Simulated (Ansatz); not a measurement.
**Computed properties of CuO**

```yaml
crystal:
  lattice:
    - [2.34465, -1.71340, 0.00000]
    - [2.34465, 1.71340, 0.00000]
    - [-0.86055, 0.00000, 5.05944]
  atoms:
    - { symbol: Cu, position: [0.00320, 0.49680, 0.00000] }
    - { symbol: Cu, position: [0.49680, 0.00320, 0.50000] }
    - { symbol: O, position: [0.57140, 0.40560, 0.25370] }
    - { symbol: O, position: [0.40560, 0.57140, 0.75370] }
```

Atom numbers follow the list: Cu1, Cu2, O3, O4.

The cell comes from COD entry 9016057, which wasn't checked; take it as a given geometry.

Without spin polarisation or U, such a compound can come out metallic where the real one is a magnetic insulator.

All numbers are computed: DFT, PBE, all-electron LAPW, scalar-relativistic (Ansatz 0.2.0); DFT, PBE, PAW with Ansatz's default frozen-core files, scalar-relativistic (Ansatz 0.2.0).

For LAPW: a Γ-centred 15×15×8 k mesh, Fermi–Dirac smearing of 0.03 eV, basis error target 0.5 meV/atom, no spin polarisation. PAW takes a cutoff of 420 eV at this cell. The Ansatz runs share mesh, smearing and spin set-up. Values come from LAPW unless marked.

```yaml
Band_gap: "none: bands cross the Fermi level, a metal"
Stress_xx_yy_zz_compression_positive: 5.47, 6.62, 4.92 GPa
Löwdin_charges_with_0.22_e_of_the_cell_spilling_out_of_the_atomic_basis_so_their_sizes_and_signs_hang_on_that_basis: Cu1 1.02, O3 -0.91 e
Bader_charges_from_the_PAW_run: Cu1 +1.00, O3 -1.00 e
Volume_per_atom: 10.16 Å³
```

(1) Give the computed value. Pressure at this cell.

(2) Predict this quantity. Largest force.

(3) Give the computed value. Density of states at the Fermi level (0.2 eV bin).

## Answers

(1) 56.7 kbar.

(2) 0.759 eV/Å on Cu1.

(3) 2.20 states/eV per cell.
